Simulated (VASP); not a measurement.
Here is a VASP 6.6.1 calculation.

The input INCAR:

```
PREC = Accurate
ENCUT = 520
EDIFF = 1E-7
ISMEAR = 0
SIGMA = 0.1
LREAL = F
LASPH = T
NELM = 100
ALGO = Fast
ISIF = 2
LWAVE = F
LCHARG = F
LDIPOL = T
IDIPOL = 3
DIPOL = 0.5 0.5 0.500
GGA = CA
NBANDS = 13
```

KPOINTS

```
Automatic mesh
0
Gamma
  12 12 1
```

File POSCAR:

```
Mg
1.0
    3.1466132013      0.0000000000      0.0000000000
   -1.5733066007      2.7250469682      0.0000000000
    0.0000000000      0.0000000000     25.0777767750
Mg
5
Direct
    0.3333333333      0.6666666667      0.2945420758
    0.6666666667      0.3333333333      0.3982105558
    0.3333333333      0.6666666667      0.4999999984
    0.6666666667      0.3333333333      0.6017894447
    0.3333333333      0.6666666667      0.7054579253
```

Potentials or basis: VASP PAW LDA potentials, release 64 (Mg).

Launch:

```sh
$ cat potpaw_LDA.64/Mg/POTCAR > POTCAR
$ mpirun -np 1 vasp_std > vasp.out
```

Q: Predict the band gap on the k mesh.

A: None (metal or under the smearing width).

Q: Predict the largest force.

A: 0.016 eV/Å.

Forces on the atoms (eV/Å):
```
Mg   0.000  0.000  0.016
Mg   0.000  0.000  0.005
Mg   0.000  0.000  0.000
Mg   0.000  0.000 -0.005
Mg   0.000  0.000 -0.016
```
